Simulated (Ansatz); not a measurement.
Level of theory: DFT PBE, scalar-relativistic, plane waves, PAW in Ansatz 0.2.0. Settings: cutoff 420 eV, Γ-centred meshes spaced at most about 0.3 Å⁻¹, and about 0.25 Å⁻¹ or finer for metals (2π included), Gaussian smearing. No spin polarisation.

These are static total energies at zero pressure.

Two relaxed structures of SnGe₄:

A.

```
CELL_PARAMETERS angstrom
1.59629 0.92162 12.15164
-1.59629 0.92162 12.15164
0.00000 -1.84324 12.15164
ATOMIC_POSITIONS crystal
Sn 0.50000 0.50000 0.50000
Ge 0.09331 0.09331 0.09331
Ge 0.69917 0.69917 0.69917
Ge 0.30083 0.30083 0.30083
Ge 0.90669 0.90669 0.90669
```

B.

```
CELL_PARAMETERS angstrom
3.61143 -1.91465 0.00000
3.61143 1.91465 0.00000
-1.79313 0.00000 8.10338
ATOMIC_POSITIONS crystal
Sn 0.50000 0.50000 0.00000
Ge 0.11448 0.11448 0.76700
Ge 0.76758 0.76758 0.61788
Ge 0.23242 0.23242 0.38212
Ge 0.88552 0.88552 0.23300
```

**Question.** Which is lower in energy, and by how much?

**Answer.** B is lower, by 119 meV/atom. A has Sn and Ge ordered on fcc sites, space group R-3m (No. 166), 21.5 Å³/atom and no gap on its mesh; B has space group C2/m (No. 12), 22.4 Å³/atom and no gap. Counting Ge atoms around Sn (those within 1.25 times the shortest such distance or 1.15 times the sum of covalent radii; the shortest distance is added where it is long for a bond), A has Sn 6 from 3.2 Å and B has Sn 6. The lower one is the more open, so pressure narrows the difference. Even the lower one lies +0.18 eV/atom against the reference forms of the elements (uncorrected), so neither is stable at this level. In A, Sn is surrounded by 6 Sn at 3.19 Å and 6 Ge at 3.25 Å; around Ge on its first site lie 3 Ge at 2.88 Å, 6 Ge at 3.19 Å and 3 Sn at 3.25 Å; Ge on its second site has 6 Ge at 2.88–3.00 Å and 6 Ge at 3.19 Å. In B, around Sn lie 6 Ge at 2.96–3.03 Å; Ge on its first site is surrounded by 3 Ge at 2.54–2.65 Å and 3 Sn at 2.96–3.03 Å; around Ge on its second site lie 5 Ge at 2.54–2.71 Å. Origin: A, invented; B, invented, then shaken at random and relaxed again.

Cells relaxed within their symmetry can be saddle points.
